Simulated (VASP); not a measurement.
## As: work function with PBE0

As, a sheet with vacuum:

```
CELL_PARAMETERS angstrom
3.57336 0.00000 0.00000
-1.78668 3.09462 0.00000
0.00000 0.00000 17.40000
ATOMIC_POSITIONS crystal
As 0.33333 0.66667 0.45966
As 0.66667 0.33333 0.54034
```

The cell was built by a generator and needn't be a form met in nature.

```yaml
Program: VASP 6.6.1
Task: work function
Functional: PBE0
Potentials_or_basis: VASP PAW PBE potentials, release 64 (As)
Cutoff: 520 eV
k_mesh: 6 × 6 × 1
Occupations: gaussian, width 0.03 eV
Spin: no spin polarisation
Grid_for_exact_exchange_PRECFOCK: Fast
Exchange_at_q_=_0: default
Dipole_correction: yes
Further_INCAR_settings: ALGO = Normal; EDIFF = 1e-06
```

The largest force is 0.575 eV/Å, the band gap on the k mesh is 2.82 eV, indirect (least direct gap 3.47 eV) and the ionisation potential of the upper face is 6.02 eV.

Forces in eV/Å, atoms in the order of the input:
```
As   0.000  0.000  0.575
As   0.000  0.000 -0.575
```

Levels at points of the mesh, in eV from the valence-band top:
| k point | band 1 | band 2 | band 3 | band 4 | band 5 | band 6 | band 7 | band 8 | band 9 |
| --- | --- | --- | --- | --- | --- | --- | --- | --- | --- |
| (0.00, 0.00, 0.00) | -15.15 | -8.11 | -0.84 | 0.00 | 0.00 | 3.47 | 4.99 | 4.99 | 5.98 |
| (0.50, 0.00, 0.00) | -12.37 | -10.19 | -3.94 | -2.15 | -1.89 | 3.26 | 4.40 | 6.08 | 7.58 |

It took 53 s on 1 thread of Intel(R) Xeon(R) 6975P-C (Granite Rapids), with other jobs on the host, peak memory 0.31 GiB.

Caveat: the PAW data sets were made with another functional, which shifts forces and pressure a little.
